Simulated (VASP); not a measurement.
# Be2C (Fm-3m) in VASP: density of states with PBE

Aim: the density of states of Be2C with PBE.

All numbers are computed with VASP 6.6.1; they aren't measurements. Logs are shortened: lines on timing, memory, paths and dates and some standing lists are left out, and cuts for length are marked.

## Step 1: Starting point

Symmetry: Fm-3m, No. 225, cubic system. The conventional cell has a = 4.328 Å, b = 4.328 Å, c = 4.328 Å, α = 90.00°, β = 90.00°, γ = 90.00°. Around Be (site symmetry -43m) lie 4 C at 1.87 Å. C (site symmetry m-3m) has 8 Be at 1.87 Å as nearest neighbours.

## Step 2: Density of states, PBE

Contents of POSCAR:

```
Be2C
1.0
    0.0000000000      2.1642401185      2.1642401185
    2.1642401185      0.0000000000      2.1642401185
    2.1642401185      2.1642401185      0.0000000000
Be C
2 1
Direct
    0.2500000000      0.2500000000      0.2500000000
    0.7500000000      0.7500000000      0.7500000000
    0.0000000000      0.0000000000      0.0000000000
```

Contents of INCAR.step1:

```
SYSTEM = Be2C
  PREC = Accurate
  ENCUT = 520
  EDIFF = 1E-6
  ISMEAR = 0
  SIGMA = 0.02
  LREAL = .False.
  LASPH = .True.
  NELM = 60
  ALGO = Normal
  ISIF = 2
  LWAVE = .False.
  LCHARG = .True.
  GGA = PE
  NBANDS = 11
```

Contents of KPOINTS.step1:

```
Automatic mesh
0
Gamma
  12 12 12
  0 0 0
```

Contents of INCAR.step2:

```
SYSTEM = Be2C
  PREC = Accurate
  ENCUT = 520
  EDIFF = 1E-6
  ISMEAR = -5
  SIGMA = 0.02
  LREAL = .False.
  LASPH = .True.
  NELM = 60
  ALGO = Normal
  ISIF = 2
  LWAVE = .False.
  LCHARG = .False.
  GGA = PE
  LORBIT = 10
  NBANDS = 11
  NEDOS = 1001
  ICHARG = 11
```

Contents of KPOINTS.step2:

```
Automatic mesh
0
Gamma
  18 18 18
  0 0 0
```

Potentials or basis: VASP PAW PBE potentials, release 64 (Be, C).

Launch:

```
> cat potpaw_PBE.64/Be/POTCAR potpaw_PBE.64/C/POTCAR > POTCAR
> cp INCAR.step1 INCAR
> cp KPOINTS.step1 KPOINTS
> mpirun -np 1 vasp_std > vasp.out
> cp INCAR.step2 INCAR
> cp KPOINTS.step2 KPOINTS
> mpirun -np 1 vasp_std > vasp.out
```

OUTCAR:

```text
SYSTEM = Be2C
   PREC = Accurate
   ENCUT = 520
   EDIFF = 1E-6
   ISMEAR = -5
   LREAL = .False.
   LASPH = .True.
   NELM = 60
   ISIF = 2
   GGA = PE
   LORBIT = 10
   ICHARG = 11

 ion  position               nearest neighbor table
   1  0.250  0.250  0.250-   3 1.87   3 1.87   3 1.87   3 1.87   2 2.16   2 2.16   2 2.16   2 2.16
                             2 2.16   2 2.16
   2  0.750  0.750  0.750-   3 1.87   3 1.87   3 1.87   3 1.87   1 2.16   1 2.16   1 2.16   1 2.16
                             1 2.16   1 2.16
   3  0.000  0.000  0.000-   2 1.87   2 1.87   2 1.87   1 1.87   1 1.87   1 1.87   2 1.87   1 1.87

  LATTYP: Found a face centered cubic cell.
 ALAT       =     4.3284802370

  Lattice vectors:

 A1 = (   0.0000000000,   2.1642401185,   2.1642401185)
 A2 = (   2.1642401185,   0.0000000000,   2.1642401185)
 A3 = (   2.1642401185,   2.1642401185,   0.0000000000)

Analysis of symmetry for initial positions (statically):
=====================================================================
 Subroutine PRICEL returns:
 Original cell was already a primitive cell.

 Routine SETGRP: Setting up the symmetry group for a
 face centered cubic supercell.

 Subroutine GETGRP returns: Found 48 space group operations
 (whereof 48 operations were pure point group operations)
 out of a pool of 48 trial point group operations.

The static configuration has the point symmetry O_h .

Analysis of symmetry for dynamics (positions and initial velocities):
=====================================================================
 Subroutine PRICEL returns:
 Original cell was already a primitive cell.

 Routine SETGRP: Setting up the symmetry group for a
 face centered cubic supercell.

 Subroutine GETGRP returns: Found 48 space group operations
 (whereof 48 operations were pure point group operations)
 out of a pool of 48 trial point group operations.

The dynamic configuration has the point symmetry O_h .

 Subroutine INISYM returns: Found 48 space group operations
 (whereof 48 operations are pure point group operations),
 and found     1 'primitive' translations

----------------------------------------------------------------------------------------

                                     Primitive cell

  volume of cell :      20.2743

  direct lattice vectors                    reciprocal lattice vectors
     0.000000000  2.164240118  2.164240118    -0.231027969  0.231027969  0.231027969
     2.164240118  0.000000000  2.164240118     0.231027969 -0.231027969  0.231027969
     2.164240118  2.164240118  0.000000000     0.231027969  0.231027969 -0.231027969

  length of vectors
     3.060697728  3.060697728  3.060697728     0.400152181  0.400152181  0.400152181

  position of ions in fractional coordinates (direct lattice)
     0.250000000  0.250000000  0.250000000
     0.750000000  0.750000000  0.750000000
     0.000000000  0.000000000  0.000000000

  ion indices of the primitive-cell ions
   primitive index   ion index
                 1           1
                 2           2
                 3           3

----------------------------------------------------------------------------------------

 KPOINTS: Automatic mesh

Automatic generation of k-mesh.
 Grid dimensions read from file:
 generate k-points for:   18   18   18

 Generating k-lattice:

  Cartesian coordinates                     Fractional coordinates (reciprocal lattice)
    -0.012834887  0.012834887  0.012834887     0.055555556  0.000000000  0.000000000
     0.012834887 -0.012834887  0.012834887     0.000000000  0.055555556  0.000000000
     0.012834887  0.012834887 -0.012834887     0.000000000  0.000000000  0.055555556

  Length of vectors
     0.022230677  0.022230677  0.022230677

  Shift w.r.t. Gamma in fractional coordinates (k-lattice)
     0.000000000  0.000000000  0.000000000

 TETIRR: Found    806 inequivalent tetrahedra from    34992

 Subroutine IBZKPT returns following result:
 ===========================================

 Found    195 irreducible k-points:

 Following reciprocal coordinates:
            Coordinates               Weight
  0.000000  0.000000  0.000000      1.000000
  0.055556  0.000000  0.000000      8.000000
  0.111111  0.000000  0.000000      8.000000
  0.166667  0.000000  0.000000      8.000000
  0.222222  0.000000  0.000000      8.000000
  0.277778  0.000000  0.000000      8.000000
[... 16 lines left out ...]
 -0.277778  0.055556  0.000000     24.000000
 -0.222222  0.055556  0.000000     24.000000
 [... further k-points ...]
   k-points           NKPTS =    195   k-points in BZ     NKDIM =    195   number of bands    NBANDS=     11
   number of dos      NEDOS =   1001   number of ions     NIONS =      3
   total plane-waves  NPLWV =  13824
   dimension x,y,z NGX =    24 NGY =   24 NGZ =   24
   dimension x,y,z NGXF=    48 NGYF=   48 NGZF=   48
   ions per type =               2   1
   NGX,Y,Z   is equivalent  to a cutoff of  13.04, 13.04, 13.04 a.u.
   NGXF,Y,Z  is equivalent  to a cutoff of  26.07, 26.07, 26.07 a.u.
 SYSTEM =  Be2C
   PREC   = accura    normal or accurate (medium, high low for compatibility)
   ISTART =      0    job   : 0-new  1-cont  2-samecut
   ICHARG =     11    charge: 1-file 2-atom 10-const
   ISPIN  =      1    spin polarized calculation?
   LNONCOLLINEAR =      F non collinear calculations
   LSORBIT =      F    spin-orbit coupling
   LASPH  =      T    aspherical Exc in radial PAW
   ENCUT  =  520.0 eV  38.22 Ry    6.18 a.u.   5.69  5.69  5.69*2*pi/ulx,y,z
   NELM   =     60;   NELMIN=  2; NELMDL=  0     # of ELM steps
   EDIFF  = 0.1E-05   stopping-criterion for ELM
   LREAL  =      F    real-space projection
   EDIFFG = 0.1E-04   stopping-criterion for IOM
   NSW    =      0    number of steps for IOM
   IBRION =     -1    ionic relax: 0-MD 1-quasi-New 2-CG
   NFREE  =      0    steps in history (QN), initial steepest desc. (CG)
   ISIF   =      2    stress and relaxation
   ISYM   =      2    0-nonsym 1-usesym 2-fastsym
   POTIM  = 0.5000    time-step for ionic-motion
   TEBEG  =    0.0;   TEEND  =   0.0 temperature during run
   PSTRESS=    0.0 pullay stress
   NELECT =       8.0000    total number of electrons
   NUPDOWN=      -1.0000    fix difference up-down
   EMIN   =  10.00;   EMAX   =-10.00  energy-range for DOS
   EFERMI =   0.00;   METHOD = LEGACY
   ISMEAR =    -5;   SIGMA  =   0.02  broadening in eV -4-tet -1-fermi 0-gaus
   EFERMI_NEDOS =   21; number of points for ismear=-14 and -15
   IALGO  =     38    algorithm
   IMIX   =      4    mixing-type and parameters
     AMIX     =   0.40;   BMIX     =  1.00
     AMIX_MAG =   1.60;   BMIX_MAG =  1.00
  volume/ion in A,a.u.               =       6.76        45.61
  Fermi-wavevector in a.u.,A,eV,Ry     =   1.200760  2.269107 19.617200  1.441824
  Thomas-Fermi vector in A             =   2.336587
   LORBIT       =     10    0 simple, 1 ext, 2 COOP (PROOUT), +10 PAW based schemes
   GGA     = PE    functional components
   LHFCALC =     F    Hartree Fock is set to
   AEXX    =    0.0000 exact exchange contribution
   IVDW    =     0    specifies the selected vdW correction
   LEPSILON=     F    determine dielectric tensor
   LRPA    =     F    only Hartree local field effects (RPA)
 non-spin polarized calculation
 Fermi weights with tetrahedron method with Bloechl corrections
  energy-cutoff  :      520.00
  volume of cell :       20.27
 maximum number of plane-waves:       568

 number of electron       8.0000000 magnetization

 Free energy of the ion-electron system (eV)
  ---------------------------------------------------
  ext. energy  EPLUGINS =         0.00000000
  ---------------------------------------------------
  free energy    TOTEN  =       -17.45577621 eV

  energy without entropy =      -17.45577621  energy(sigma->0) =      -17.45577621

 E-fermi :   7.7499     XC(G=0): -11.4405

 val. band max:        7.7341640280   @ k =   0.0000   0.0000   0.0000
 cond. band min:       8.8918851654   @ k =   0.5000   0.5000   0.0000
 fundamental gap:      1.1577211375
 Fermi energy:         7.7499144597

 k-point     1 :       0.0000    0.0000    0.0000
  band No.  band energies     occupation
      1      -7.3093      2.00000
      2       7.7342      2.00000
      3       7.7342      2.00000
      4       7.7342      2.00000
      5      11.8627      0.00000
      6      11.8627      0.00000
      7      11.8627      0.00000
      8      14.4904      0.00000
      9      20.9068      0.00000
     10      20.9068      0.00000
     11      20.9068      0.00000

 k-point     2 :       0.0556    0.0000    0.0000
  band No.  band energies     occupation
      1      -7.2599      2.00000
      2       7.2547      2.00000
      3       7.6306      2.00000
      4       7.6306      2.00000
      5      12.0138      0.00000
      6      12.0138      0.00000
      7      12.1934      0.00000
      8      14.6065      0.00000
      9      20.4746      0.00000
     10      20.4746      0.00000
     11      21.0259      0.00000

 k-point     3 :       0.1111    0.0000    0.0000
  band No.  band energies     occupation
      1      -7.1123      2.00000
      2       6.1678      2.00000
      3       7.3694      2.00000
      4       7.3694      2.00000
      5      12.3935      0.00000
      6      12.3935      0.00000
      7      12.8129      0.00000
      8      14.9616      0.00000
      9      19.7047      0.00000
     10      19.7047      0.00000
     11      21.3797      0.00000
[... 267 lines left out ...]
 k-point    23 :      -0.2778    0.0556    0.0000
  band No.  band energies     occupation
      1      -5.9121      2.00000
      2       1.8914      2.00000
      3       5.7917      2.00000
      4       6.5839      2.00000
      5      13.1280      0.00000
      6      13.4730      0.00000
      7      14.3240      0.00000
      8      16.6328      0.00000
      9      18.5140      0.00000
     10      20.6631      0.00000
     11      23.6397      0.00000

 k-point    24 :      -0.2222    0.0556    0.0000
  band No.  band energies     occupation
      1      -6.3578      2.00000
      2       3.1297      2.00000
      3       6.0115      2.00000
      4       6.9057      2.00000
      5      13.0551      0.00000
      6      13.5321      0.00000
      7      14.0469      0.00000
      8      16.0835      0.00000
      9      18.0280      0.00000
     10      20.2200      0.00000
     11      22.9840      0.00000

 [... further k-points ...]

------------------------ aborting loop because EDIFF is reached ----------------------------------------

  FORCE on cell =-STRESS in cart. coord.  units (eV):
  Direction    XX          YY          ZZ          XY          YZ          ZX
  --------------------------------------------------------------------------------------
  -------------------------------------------------------------------------------------
  Total        0.0485865      0.0485865      0.0485865     -0.0000000     -0.0000000      0.0000000
  in kB        3.8395467      3.8395467      3.8395467     -0.0000000     -0.0000000      0.0000000
  external PRESSURE =       3.8395467 kB  Pullay stress =       0.0000000 kB

 VOLUME and BASIS-vectors are now :
 -----------------------------------------------------------------------------
  energy-cutoff  :      520.00
  volume of cell :       20.27
      direct lattice vectors                 reciprocal lattice vectors
     0.000000000  2.164240118  2.164240118    -0.231027969  0.231027969  0.231027969
     2.164240118  0.000000000  2.164240118     0.231027969 -0.231027969  0.231027969
     2.164240118  2.164240118  0.000000000     0.231027969  0.231027969 -0.231027969

 POSITION                                       TOTAL-FORCE (eV/Angst)
 -----------------------------------------------------------------------------------
      1.08212      1.08212      1.08212         0.000000      0.000000      0.000000
      3.24636      3.24636      3.24636        -0.000000     -0.000000     -0.000000
      0.00000      0.00000      0.00000         0.000000      0.000000      0.000000
 -----------------------------------------------------------------------------------
    total drift:                               -0.000000     -0.000000      0.000000

  FREE ENERGIE OF THE ION-ELECTRON SYSTEM (eV)
  ---------------------------------------------------
  free  energy   TOTEN  =       -17.4557762118 eV

  energy  without entropy=      -17.4557762118  energy(sigma->0) =      -17.45577621

 total charge

# of ion       s       p       d       tot
------------------------------------------
    1        0.427   0.840   0.000   1.267
    2        0.427   0.840   0.000   1.267
    3        0.805   1.696   0.000   2.502
--------------------------------------------------
tot          1.660   3.376   0.000   5.035
```

Run time: 14 s. Hardware: 1 thread of Intel Xeon 6975P-C (Granite Rapids), shared host; peak memory 0.16 GiB.

Results:

- Valence electrons inside the program's atomic spheres: Be 1.27; C 2.50

States per cell in windows of 0.5 eV (zero at the valence-band top; states under -8 eV left out):
| from (eV) | total | C3_p | Be1_p | Be2_p | Be1_s | Be2_s | C3_s |
| --- | --- | --- | --- | --- | --- | --- | --- |
| -8.0 | 0.24 | 0.04 | 0.03 | 0.03 | 0.02 | 0.02 | 0.00 |
| -7.5 | 0.35 | 0.07 | 0.04 | 0.04 | 0.03 | 0.03 | 0.01 |
| -7.0 | 0.44 | 0.09 | 0.04 | 0.04 | 0.04 | 0.04 | 0.01 |
| -6.5 | 0.29 | 0.06 | 0.03 | 0.03 | 0.03 | 0.03 | 0.01 |
| -6.0 | 0.37 | 0.09 | 0.04 | 0.04 | 0.03 | 0.03 | 0.01 |
| -5.5 | 0.41 | 0.10 | 0.05 | 0.05 | 0.03 | 0.03 | 0.01 |
| -5.0 | 0.56 | 0.15 | 0.07 | 0.07 | 0.03 | 0.03 | 0.01 |
| -4.5 | 0.57 | 0.16 | 0.08 | 0.08 | 0.02 | 0.02 | 0.01 |
| -4.0 | 0.54 | 0.16 | 0.07 | 0.07 | 0.02 | 0.02 | 0.01 |
| -3.5 | 0.46 | 0.14 | 0.06 | 0.06 | 0.01 | 0.01 | 0.00 |
| -3.0 | 0.46 | 0.15 | 0.06 | 0.06 | 0.01 | 0.01 | 0.00 |
| -2.5 | 0.43 | 0.15 | 0.05 | 0.05 | 0.00 | 0.00 | 0.00 |
| -2.0 | 0.33 | 0.13 | 0.04 | 0.04 | 0.00 | 0.00 | 0.00 |
| -1.5 | 0.20 | 0.08 | 0.02 | 0.02 | 0.00 | 0.00 | 0.00 |
| -1.0 | 0.12 | 0.05 | 0.01 | 0.01 | 0.00 | 0.00 | 0.00 |
| -0.5 | 0.06 | 0.03 | 0.00 | 0.00 | 0.00 | 0.00 | 0.00 |
| 0.0 | 0.00 | 0.00 | 0.00 | 0.00 | 0.00 | 0.00 | 0.00 |
| 0.5 | 0.00 | 0.00 | 0.00 | 0.00 | 0.00 | 0.00 | 0.00 |
| 1.0 | 0.01 | 0.00 | 0.00 | 0.00 | 0.00 | 0.00 | 0.00 |
| 1.5 | 0.03 | 0.00 | 0.00 | 0.00 | 0.00 | 0.00 | 0.00 |
| 2.0 | 0.06 | 0.00 | 0.00 | 0.00 | 0.00 | 0.00 | 0.01 |
| 2.5 | 0.08 | 0.00 | 0.01 | 0.01 | 0.00 | 0.00 | 0.01 |
| 3.0 | 0.11 | 0.01 | 0.01 | 0.01 | 0.00 | 0.00 | 0.01 |
| 3.5 | 0.17 | 0.01 | 0.01 | 0.01 | 0.01 | 0.01 | 0.01 |
| 4.0 | 0.27 | 0.02 | 0.03 | 0.03 | 0.01 | 0.01 | 0.02 |
| 4.5 | 0.59 | 0.04 | 0.10 | 0.10 | 0.02 | 0.02 | 0.02 |
| 5.0 | 0.72 | 0.06 | 0.14 | 0.14 | 0.02 | 0.02 | 0.01 |
| 5.5 | 0.48 | 0.03 | 0.11 | 0.11 | 0.03 | 0.03 | 0.01 |
| 6.0 | 0.50 | 0.02 | 0.10 | 0.10 | 0.04 | 0.04 | 0.02 |
| 6.5 | 0.54 | 0.03 | 0.10 | 0.10 | 0.04 | 0.04 | 0.04 |
| 7.0 | 0.65 | 0.05 | 0.10 | 0.10 | 0.05 | 0.05 | 0.06 |
| 7.5 | 0.55 | 0.05 | 0.09 | 0.09 | 0.04 | 0.04 | 0.04 |
